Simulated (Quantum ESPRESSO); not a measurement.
# Fe (P6_3/mmc) in Quantum ESPRESSO: a series of runs, part 2 of 3

Quantum ESPRESSO 7.5. The steps go on from the part before.

## 3. Phonons, LDA, collinear spin, ferromagnetic start

pw.in reads:

```
&CONTROL
  calculation = 'scf'
  prefix = 'pwscf'
  outdir = './tmp'
  pseudo_dir = './pseudo'
  tprnfor = .true.
  tstress = .true.
  disk_io = 'low'
/
&SYSTEM
  ibrav = 0
  nat = 2
  ntyp = 1
  ecutwfc = 36
  ecutrho = 216
  nbnd = 27
  occupations = 'smearing'
  smearing = 'mv'
  degauss = 0.00999582
  nspin = 2
  starting_magnetization(1) = 0.1875
/
&ELECTRONS
  conv_thr = 4d-10
  electron_maxstep = 120
  mixing_beta = 0.3
/
ATOMIC_SPECIES
Fe    55.8450 Fe.LDA_PW-JTH.UPF
CELL_PARAMETERS angstrom
   2.4341575853    0.0000000000    0.0000000000
  -1.2170787927    2.1080423057    0.0000000000
   0.0000000000    0.0000000000    3.8419344700
ATOMIC_POSITIONS crystal
Fe     0.6666666667    0.3333333333    0.7500000000
Fe     0.3333333333    0.6666666667    0.2500000000
K_POINTS automatic
12 12 7 0 0 0
```

relax.in reads:

```
&CONTROL
  calculation = 'vc-relax'
  prefix = 'pwscf'
  outdir = './tmp'
  pseudo_dir = './pseudo'
  tprnfor = .true.
  tstress = .true.
  disk_io = 'low'
  nstep = 40
  forc_conv_thr = 0.0001
  etot_conv_thr = 1d-06
/
&SYSTEM
  ibrav = 0
  nat = 2
  ntyp = 1
  ecutwfc = 36
  ecutrho = 216
  nbnd = 27
  occupations = 'smearing'
  smearing = 'mv'
  degauss = 0.00999582
  nspin = 2
  starting_magnetization(1) = 0.1875
/
&ELECTRONS
  conv_thr = 4d-10
  electron_maxstep = 120
  mixing_beta = 0.3
/
&IONS
  ion_dynamics = 'bfgs'
/
&CELL
  cell_dynamics = 'bfgs'
  press = 0
  press_conv_thr = 0.2
/
ATOMIC_SPECIES
Fe    55.8450 Fe.LDA_PW-JTH.UPF
CELL_PARAMETERS angstrom
   2.4341575853    0.0000000000    0.0000000000
  -1.2170787927    2.1080423057    0.0000000000
   0.0000000000    0.0000000000    3.8419344700
ATOMIC_POSITIONS crystal
Fe     0.6666666667    0.3333333333    0.7500000000
Fe     0.3333333333    0.6666666667    0.2500000000
K_POINTS automatic
12 12 7 0 0 0
```

scf2.in reads:

```
&CONTROL
  calculation = 'scf'
  prefix = 'pwscf'
  outdir = './tmp'
  pseudo_dir = './pseudo'
  tprnfor = .true.
  tstress = .true.
  disk_io = 'low'
/
&SYSTEM
  ibrav = 0
  nat = 2
  ntyp = 1
  ecutwfc = 36
  ecutrho = 216
  nbnd = 27
  occupations = 'smearing'
  smearing = 'mv'
  degauss = 0.00999582
  nspin = 2
  starting_magnetization(1) = 0.1875
/
&ELECTRONS
  conv_thr = 1d-13
  electron_maxstep = 120
  mixing_beta = 0.3
  startingpot = 'file'
  startingwfc = 'file'
/
ATOMIC_SPECIES
Fe    55.8450 Fe.LDA_PW-JTH.UPF
CELL_PARAMETERS angstrom
   2.3873877075    0.0000000000    0.0000000000
  -1.1936938538    2.0675384034    0.0000000000
   0.0000000000    0.0000000000    3.7841941850
ATOMIC_POSITIONS crystal
Fe     0.6666666667    0.3333333333    0.7500000000
Fe     0.3333333333    0.6666666667    0.2500000000
K_POINTS automatic
12 12 7 0 0 0
```

ph.in reads:

```
phonons of Fe
&INPUTPH
  prefix = 'pwscf'
  outdir = './tmp'
  tr2_ph = 1d-16
  fildyn = 'dyn'
  niter_ph = 60
  alpha_mix(1) = 0.4
/
0.0000000000 0.0000000000 0.0000000000
```

dynmat.in reads:

```
&INPUT
  fildyn = 'dyn'
  asr = 'crystal'
  filout = 'dynmat.disp'
  fileig = 'dynmat.eig'
/
```

Potentials or basis: JTH 2.0 LDA.

Command:

```sh
OMP_NUM_THREADS=1 pw.x -in pw.in > pw.out
OMP_NUM_THREADS=1 pw.x -in relax.in > relax.out
OMP_NUM_THREADS=1 pw.x -in scf2.in > scf2.out
OMP_NUM_THREADS=1 ph.x -in ph.in > ph.out
OMP_NUM_THREADS=1 dynmat.x -in dynmat.in > dynmat.out
```

pw.out:

```text
This program is part of the open-source Quantum ESPRESSO suite
     for quantum simulation of materials; please cite
         "P. Giannozzi et al., J. Phys.:Condens. Matter 21 395502 (2009);
         "P. Giannozzi et al., J. Phys.:Condens. Matter 29 465901 (2017);
         "P. Giannozzi et al., J. Chem. Phys. 152 154105 (2020);
     in publications or presentations arising from this work. More details at

     file Fe.LDA_PW-JTH.UPF: wavefunction(s)  3S 3P 0P 0D renormalized
     Message from routine setup:
     using ibrav=0 with symmetry is DISCOURAGED, use correct ibrav instead

     G-vector sticks info
     --------------------
     sticks:   dense  smooth     PW     G-vecs:    dense   smooth      PW
     Sum         313     211     73                 7137     3909     761

     Using Slab Decomposition

     bravais-lattice index     =            0
     lattice parameter (alat)  =       4.5999  a.u.
     unit-cell volume          =     133.0377 (a.u.)^3
     number of atoms/cell      =            2
     number of atomic types    =            1
     number of electrons       =        32.00
     number of Kohn-Sham states=           27
     kinetic-energy cutoff     =      36.0000  Ry
     charge density cutoff     =     216.0000  Ry
     scf convergence threshold =      4.0E-10
     mixing beta               =       0.3000
     number of iterations used =            8  plain     mixing
     Exchange-correlation= SLA PW NOGX NOGC
                           (   1   4   0   0   0   0   0)

     celldm(1)=   4.599891  celldm(2)=   0.000000  celldm(3)=   0.000000
     celldm(4)=   0.000000  celldm(5)=   0.000000  celldm(6)=   0.000000

     crystal axes: (cart. coord. in units of alat)
               a(1) = (   1.000000   0.000000   0.000000 )
               a(2) = (  -0.500000   0.866025   0.000000 )
               a(3) = (   0.000000   0.000000   1.578343 )

     reciprocal axes: (cart. coord. in units 2 pi/alat)
               b(1) = (  1.000000  0.577350 -0.000000 )
               b(2) = (  0.000000  1.154701  0.000000 )
               b(3) = (  0.000000 -0.000000  0.633576 )

     PseudoPot. # 1 for Fe read from file:
     Fe.LDA_PW-JTH.UPF
     Pseudo is Projector augmented-wave + core cor, Zval = 16.0
     Generated using ATOMPAW code
     Shape of augmentation charge: SINC**2
     Using radial grid of 1038 points,  6 beta functions with:
                l(1) =   0
                l(2) =   0
                l(3) =   1
                l(4) =   1
                l(5) =   2
                l(6) =   2
     Q(r) pseudized with 0 coefficients

     atomic species   valence    mass     pseudopotential
     Fe               16.00    55.84500     Fe( 1.00)

     Starting magnetic structure
     atomic species   magnetization
     Fe              0.188

     24 Sym. Ops., with inversion, found (12 have fractional translation)

   Cartesian axes

     site n.     atom                  positions (alat units)
         1        Fe     tau(   1) = (   0.5000000   0.2886751   1.1837569  )
         2        Fe     tau(   2) = (  -0.0000000   0.5773503   0.3945856  )

     number of k points=    76  Marzari-Vanderbilt smearing, width (Ry)=  0.0100
                       cart. coord. in units 2pi/alat
        k(    1) = (   0.0000000   0.0000000   0.0000000), wk =   0.0009921
        k(    2) = (   0.0000000   0.0000000   0.0905109), wk =   0.0019841
        k(    3) = (   0.0000000   0.0000000   0.1810217), wk =   0.0019841
        k(    4) = (   0.0000000   0.0000000   0.2715326), wk =   0.0019841
        k(    5) = (   0.0000000   0.0962250   0.0000000), wk =   0.0059524
        k(    6) = (   0.0000000   0.0962250   0.0905109), wk =   0.0119048
[... 68 lines left out ...]
        k(   75) = (   0.3333333   0.5773503   0.1810217), wk =   0.0039683
        k(   76) = (   0.3333333   0.5773503   0.2715326), wk =   0.0039683

     Dense  grid:     7137 G-vectors     FFT dimensions: (  24,  24,  36)

     Smooth grid:     3909 G-vectors     FFT dimensions: (  18,  18,  30)

     Generating pointlists ...
     new r_m :   0.4033 (alat units)  1.8554 (a.u.) for type    1

     Initial potential from superposition of free atoms

     starting charge      31.9988, renormalised to      32.0000
     Starting wfcs are   36 randomized atomic wfcs

     Self-consistent Calculation

     iteration #  1     ecut=    36.00 Ry     beta= 0.30
     Davidson diagonalization with overlap
     ethr =  1.00E-02,  avg # of iterations =  4.4

     total energy              =    -649.30019505 Ry
     estimated scf accuracy    <       0.73307433 Ry

     total magnetization       =     2.89 Bohr mag/cell
     absolute magnetization    =     2.96 Bohr mag/cell

     iteration #  2     ecut=    36.00 Ry     beta= 0.30
     Davidson diagonalization with overlap
     ethr =  2.29E-03,  avg # of iterations =  2.0

     total energy              =    -649.46718581 Ry
     estimated scf accuracy    <       0.01793553 Ry

     total magnetization       =     3.74 Bohr mag/cell
     absolute magnetization    =     3.77 Bohr mag/cell
[... 111 lines left out ...]
     iteration # 14     ecut=    36.00 Ry     beta= 0.30
     Davidson diagonalization with overlap
     ethr =  2.81E-10,  avg # of iterations =  2.0

     total energy              =    -649.53857287 Ry
     estimated scf accuracy    <          3.7E-09 Ry

     total magnetization       =    -0.00 Bohr mag/cell
     absolute magnetization    =     0.00 Bohr mag/cell

     iteration # 15     ecut=    36.00 Ry     beta= 0.30
     Davidson diagonalization with overlap
     ethr =  1.14E-11,  avg # of iterations =  2.1

     Magnetic moment per site  (integrated on atomic sphere of radius R)
     atom   1 (R=0.403)  charge= 14.3956  magn= -0.0001
     atom   2 (R=0.403)  charge= 14.3956  magn= -0.0001

     End of self-consistent calculation

     Number of k-points >= 100: set verbosity='high' to print the bands.

     the Fermi energy is    23.4754 ev

!    total energy              =    -649.53857287 Ry
     total all-electron energy =      -649.538573 Ry
     estimated scf accuracy    <          2.4E-10 Ry
     smearing contrib. (-TS)   =      -0.00012936 Ry
     internal energy E=F+TS    =    -649.53844351 Ry

     The total energy is F=E-TS. E is the sum of the following terms:
     one-electron contribution =    -197.68114688 Ry
     hartree contribution      =      84.95555013 Ry
     xc contribution           =     -46.88679592 Ry
     ewald contribution        =    -364.89648806 Ry
     one-center paw contrib.   =    -125.02956277 Ry

     total magnetization       =    -0.00 Bohr mag/cell
     absolute magnetization    =     0.00 Bohr mag/cell

     convergence has been achieved in  15 iterations

     Forces acting on atoms (cartesian axes, Ry/au):

     atom    1 type  1   force =    -0.00000000   -0.00000000    0.00000000
     atom    2 type  1   force =     0.00000000    0.00000000    0.00000000

     Total force =     0.000000     Total SCF correction =     0.000000

     Computing stress (Cartesian axis) and pressure

          total   stress  (Ry/bohr**3)                   (kbar)     P=     -187.03
  -0.00130487  -0.00000000   0.00000000         -191.95       -0.00        0.00
  -0.00000000  -0.00130487   0.00000000           -0.00     -191.95        0.00
   0.00000000   0.00000000  -0.00120443            0.00        0.00     -177.18

=------------------------------------------------------------------------------=
   JOB DONE.
=------------------------------------------------------------------------------=
```

It took 18 min on 1 thread of Arm Neoverse V1, shared host; peak memory 0.08 GiB.

Results:

```
Free energy                                           : -8837.4315 eV
Band gap on the k mesh                                : none (metal or under the smearing width)
Net moment                                            : 0.00 μB per cell
Absolute moment                                       : 0.00 μB per cell
Valence electrons inside the program's atomic spheres : Fe 14.40
Highest phonon frequency at Γ                         : 374 cm⁻¹
```

Levels at points of the mesh, in eV from the Fermi level:
Spin up:
| k point | band 13 | band 14 | band 15 | band 16 | band 17 | band 18 | band 19 | band 20 |
| --- | --- | --- | --- | --- | --- | --- | --- | --- |
| (0.00, 0.00, 0.00) | -1.80 | -1.40 | -1.40 | -0.98 | -0.98 | 0.44 | 0.80 | 0.80 |
| (0.00, -0.50, 0.00) | -2.25 | -1.78 | -1.26 | 0.93 | 1.19 | 1.22 | 2.97 | 5.31 |
Spin down:
| k point | band 12 | band 13 | band 14 | band 15 | band 16 | band 17 | band 18 | band 19 | band 20 | band 21 |
| --- | --- | --- | --- | --- | --- | --- | --- | --- | --- | --- |
| (0.00, 0.00, 0.00) | -1.93 | -1.80 | -1.40 | -1.40 | -0.98 | -0.98 | 0.44 | 0.80 | 0.80 | 9.61 |
| (0.00, -0.50, 0.00) | -2.29 | -2.25 | -1.78 | -1.26 | 0.93 | 1.19 | 1.22 | 2.97 | 5.31 | 11.99 |

Phonon frequencies in cm⁻¹ (negative: imaginary):
```
              q point         frequencies
(0.000, 0.000, 0.000)  -5 3 3 275 275 374
```

Optical modes at Γ, degenerate ones joined:
| cm⁻¹ | components | symmetry | active in |
| --- | --- | --- | --- |
| 275 | 2 | E2g | Raman |
| 374 | 1 | B1g | silent |

Caveat: the mesh is thin for the phonons of a metal; the cutoff is too short for stress, so the log's stress isn't used; the cutoff is low for these files, which shifts pressure and relaxed volume; the starting moments collapsed, and a magnetic state may lie lower; the cutoff lies well under what these potentials need, so the values aren't converged.

## 4. Phonons, PBEsol, collinear spin, ferromagnetic start

Edit pw.in of step 3 so:

```diff
@@ -13,4 +13,4 @@
   ntyp = 1
-  ecutwfc = 36
-  ecutrho = 216
+  ecutwfc = 45
+  ecutrho = 360
   nbnd = 27
@@ -28,3 +28,3 @@
 ATOMIC_SPECIES
-Fe    55.8450 Fe.LDA_PW-JTH.UPF
+Fe    55.8450 fe_pbesol_v1.5.uspp.F.UPF
 CELL_PARAMETERS angstrom
@@ -37,2 +37,2 @@
 K_POINTS automatic
-12 12 7 0 0 0
+10 10 6 0 0 0
```

Edit relax.in of step 3 so:

```diff
@@ -16,4 +16,4 @@
   ntyp = 1
-  ecutwfc = 36
-  ecutrho = 216
+  ecutwfc = 45
+  ecutrho = 360
   nbnd = 27
@@ -39,3 +39,3 @@
 ATOMIC_SPECIES
-Fe    55.8450 Fe.LDA_PW-JTH.UPF
+Fe    55.8450 fe_pbesol_v1.5.uspp.F.UPF
 CELL_PARAMETERS angstrom
@@ -48,2 +48,2 @@
 K_POINTS automatic
-12 12 7 0 0 0
+10 10 6 0 0 0
```

Edit scf2.in of step 3 so:

```diff
@@ -13,4 +13,4 @@
   ntyp = 1
-  ecutwfc = 36
-  ecutrho = 216
+  ecutwfc = 45
+  ecutrho = 360
   nbnd = 27
@@ -30,7 +30,7 @@
 ATOMIC_SPECIES
-Fe    55.8450 Fe.LDA_PW-JTH.UPF
+Fe    55.8450 fe_pbesol_v1.5.uspp.F.UPF
 CELL_PARAMETERS angstrom
-   2.3873877075    0.0000000000    0.0000000000
-  -1.1936938538    2.0675384034    0.0000000000
-   0.0000000000    0.0000000000    3.7841941850
+   2.4315876312    0.0000000000    0.0000000000
+  -1.2157938156    2.1058166602    0.0000000000
+   0.0000000000    0.0000000000    3.8249472661
 ATOMIC_POSITIONS crystal
@@ -39,2 +39,2 @@
 K_POINTS automatic
-12 12 7 0 0 0
+10 10 6 0 0 0
```

ph.in is that of step 3.

dynmat.in is that of step 3.

Potentials or basis: GBRV 1.5 PBEsol.

Command:

```sh
OMP_NUM_THREADS=1 pw.x -in pw.in > pw.out
OMP_NUM_THREADS=1 pw.x -in relax.in > relax.out
OMP_NUM_THREADS=1 pw.x -in scf2.in > scf2.out
OMP_NUM_THREADS=1 ph.x -in ph.in > ph.out
OMP_NUM_THREADS=1 dynmat.x -in dynmat.in > dynmat.out
```

pw.out:

```text
This program is part of the open-source Quantum ESPRESSO suite
     for quantum simulation of materials; please cite
[... 9 lines left out ...]
     --------------------
     sticks:   dense  smooth     PW     G-vecs:    dense   smooth      PW
     Sum         517     253     85                15319     5431     989

     Using Slab Decomposition

     bravais-lattice index     =            0
     lattice parameter (alat)  =       4.5999  a.u.
     unit-cell volume          =     133.0377 (a.u.)^3
     number of atoms/cell      =            2
     number of atomic types    =            1
     number of electrons       =        32.00
     number of Kohn-Sham states=           27
     kinetic-energy cutoff     =      45.0000  Ry
     charge density cutoff     =     360.0000  Ry
     scf convergence threshold =      4.0E-10
     mixing beta               =       0.3000
     number of iterations used =            8  plain     mixing
     Exchange-correlation= SLA  PW   PSX  PSC
                           (   1   4  10   8   0   0   0)

     celldm(1)=   4.599891  celldm(2)=   0.000000  celldm(3)=   0.000000
     celldm(4)=   0.000000  celldm(5)=   0.000000  celldm(6)=   0.000000

     crystal axes: (cart. coord. in units of alat)
               a(1) = (   1.000000   0.000000   0.000000 )
               a(2) = (  -0.500000   0.866025   0.000000 )
               a(3) = (   0.000000   0.000000   1.578343 )

     reciprocal axes: (cart. coord. in units 2 pi/alat)
               b(1) = (  1.000000  0.577350 -0.000000 )
               b(2) = (  0.000000  1.154701  0.000000 )
               b(3) = (  0.000000 -0.000000  0.633576 )

     PseudoPot. # 1 for Fe read from file:
     fe_pbesol_v1.5.uspp.F.UPF
     Pseudo is Ultrasoft + core correction, Zval = 16.0
[... 90 lines left out ...]
     Generating pointlists ...
     new r_m :   0.4033 (alat units)  1.8554 (a.u.) for type    1

     Initial potential from superposition of free atoms

     starting charge      30.0000, renormalised to      32.0000
     Starting wfcs are   26 randomized atomic wfcs +    1 random wfcs

     Self-consistent Calculation

     iteration #  1     ecut=    45.00 Ry     beta= 0.30
     Davidson diagonalization with overlap
     ethr =  1.00E-02,  avg # of iterations =  4.7

     total energy              =    -499.45865859 Ry
     estimated scf accuracy    <       4.81071185 Ry
[... 244 lines left out ...]
     iteration # 26     ecut=    45.00 Ry     beta= 0.30
     Davidson diagonalization with overlap
     ethr =  5.35E-12,  avg # of iterations =  1.9

     Magnetic moment per site  (integrated on atomic sphere of radius R)
     atom   1 (R=0.403)  charge= 14.3750  magn=  0.0000
     atom   2 (R=0.403)  charge= 14.3750  magn=  0.0000

     End of self-consistent calculation

     Number of k-points >= 100: set verbosity='high' to print the bands.

     the Fermi energy is    21.4124 ev

!    total energy              =    -500.39270986 Ry
     estimated scf accuracy    <          7.8E-11 Ry
     smearing contrib. (-TS)   =      -0.00004244 Ry
     internal energy E=F+TS    =    -500.39266742 Ry

     The total energy is F=E-TS. E is the sum of the following terms:
     one-electron contribution =    -200.07624127 Ry
     hartree contribution      =     122.35523283 Ry
     xc contribution           =     -57.77517096 Ry
     ewald contribution        =    -364.89648802 Ry

     total magnetization       =     0.00 Bohr mag/cell
     absolute magnetization    =     0.00 Bohr mag/cell

     convergence has been achieved in  26 iterations

     Forces acting on atoms (cartesian axes, Ry/au):

     atom    1 type  1   force =     0.00000000    0.00000000    0.00000000
     atom    2 type  1   force =     0.00000000   -0.00000000    0.00000000

     Total force =     0.000000     Total SCF correction =     0.000000

     Computing stress (Cartesian axis) and pressure

          total   stress  (Ry/bohr**3)                   (kbar)     P=      -21.07
  -0.00010206  -0.00000000   0.00000000          -15.01       -0.00        0.00
  -0.00000000  -0.00010206   0.00000000           -0.00      -15.01        0.00
   0.00000000   0.00000000  -0.00022547            0.00        0.00      -33.17

=------------------------------------------------------------------------------=
   JOB DONE.
=------------------------------------------------------------------------------=
```

scf2.out:

```text
This program is part of the open-source Quantum ESPRESSO suite
     for quantum simulation of materials; please cite
[... 9 lines left out ...]
     --------------------
     sticks:   dense  smooth     PW     G-vecs:    dense   smooth      PW
     Sum         517     253     85                15247     5383     989
[... 189 lines left out ...]
   0.00000043   0.00000000   0.00000000            0.06        0.00        0.00
   0.00000000   0.00000043   0.00000000            0.00        0.06        0.00
   0.00000000   0.00000000   0.00000014            0.00        0.00        0.02

=------------------------------------------------------------------------------=
   JOB DONE.
=------------------------------------------------------------------------------=
```

Wall time 8.6 min (1 thread of Arm Neoverse V1, shared host); peak memory 0.11 GiB.

What came out:

```yaml
Free_energy: -6808.1904 eV
Relaxed_volume: 9.79 Å³/atom
Relaxed_cell: a = 2.432 Å, b = 2.432 Å, c = 3.825 Å, α = 90.00°, β = 90.00°, γ = 120.00°
Space_group_after_relaxing_to_0.05_Å: P6_3/mmc (No. 194)
Pressure_after_relaxing: 0.0 GPa
Band_gap_on_the_k_mesh: none (metal or under the smearing width)
Net_moment: 0.00 μB per cell
Absolute_moment: 0.00 μB per cell
Valence_electrons_inside_the_program's_atomic_spheres: Fe 14.38
Highest_phonon_frequency_at_Γ: 331 cm⁻¹
```

Step by step:
| step | energy change (eV) | largest force (eV/Å) | pressure (GPa) | volume (Å³) |
| --- | --- | --- | --- | --- |
| 1 | 0.0000 | 0.0000 | -2.11 | 19.71 |
| 2 | -0.0008 | 0.0000 | 1.38 | 19.50 |
| 3 | -0.0011 | 0.0000 | -0.01 | 19.59 |
| 4 | -0.0011 | 0.0000 | 0.00 | 19.59 |
| 5 | -0.0011 | 0.0000 | 0.00 | 19.59 |

Final structure:
```cif
data_structure
_symmetry_space_group_name_H-M 'P 1'
_symmetry_Int_Tables_number 1
_cell_length_a 2.4316
_cell_length_b 2.4316
_cell_length_c 3.8249
_cell_angle_alpha 90.000
_cell_angle_beta 90.000
_cell_angle_gamma 120.000
_cell_volume 19.59
loop_
_atom_site_label
_atom_site_type_symbol
_atom_site_fract_x
_atom_site_fract_y
_atom_site_fract_z
_atom_site_occupancy
Fe1 Fe 0.66667 0.33333 0.75000 1
Fe2 Fe 0.33333 0.66667 0.25000 1
```

Phonon frequencies in cm⁻¹ (negative: imaginary):
| q point | frequencies |
| --- | --- |
| (0.000, 0.000, 0.000) | -5 -5 -3 247 247 331 |

Optical modes at Γ, degenerate ones joined:
```tsv
cm⁻¹	components	symmetry	active in
247	2	E2g	Raman
331	1	B1g	silent
```

Caveat: the mesh is thin for the phonons of a metal; the starting moments collapsed, and a magnetic state may lie lower.

(Continued in part 3 of 3.)
